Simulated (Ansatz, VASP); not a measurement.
# One calculation of C, two programs

```xyz
8
Lattice="2.4551 0.0000 0.0000 -1.2275 2.1262 0.0000 0.0000 0.0000 7.8894" Properties=species:S:1:pos:R:3 pbc="T T T"
C     0.0000    0.0000    0.7335
C     0.0000    0.0000    4.6781
C     0.0000    0.0000    3.2112
C     0.0000    0.0000    7.1559
C     0.0000    1.4174    1.2270
C     1.2275    0.7087    5.1717
C     0.0000    1.4174    2.7177
C     1.2275    0.7087    6.6623
```

Change from the starting cell: strain -0.025 along x and y, -0.050 along z, atoms carried along.

Alike in both runs: task single point; functional PBE; k mesh 12 × 12 × 4; occupations gaussian, width 0.05 eV; no spin polarisation.

|  | VASP | Ansatz |
| --- | --- | --- |
| version | VASP 6.6.1 | Ansatz 0.2.0 |
| potentials or method | VASP PAW PBE potentials, release 64 (C) | scalar-relativistic, plane waves, PAW |
| plane-wave cutoff (eV) | 520 | 420 |
| valence electrons in the cell | 32 | 32 |

VASP gave:

- gap on the k mesh at the Fermi level (eV): 4.43
- least direct gap on the mesh (eV): 5.20
- pressure (GPa): 55.0
- largest component of the traceless stress (GPa): 27.44
- rms of the force components (eV/Å): 0.119

Q: Estimate Ansatz's values.

A: gap on the k mesh at the Fermi level (eV): 4.45; least direct gap on the mesh (eV): 5.21; pressure (GPa): 53.9; largest component of the traceless stress (GPa): 27.32; rms of the force components (eV/Å): 0.115.

Atom by atom the forces differ by 0.004 eV/Å (rms over components). With one functional, cell and mesh, what is left measures potentials, basis and numerics.

Caveats: so large a pressure means that the cell lies far from this level's equilibrium, or that cutoff or potentials fall short (VASP).
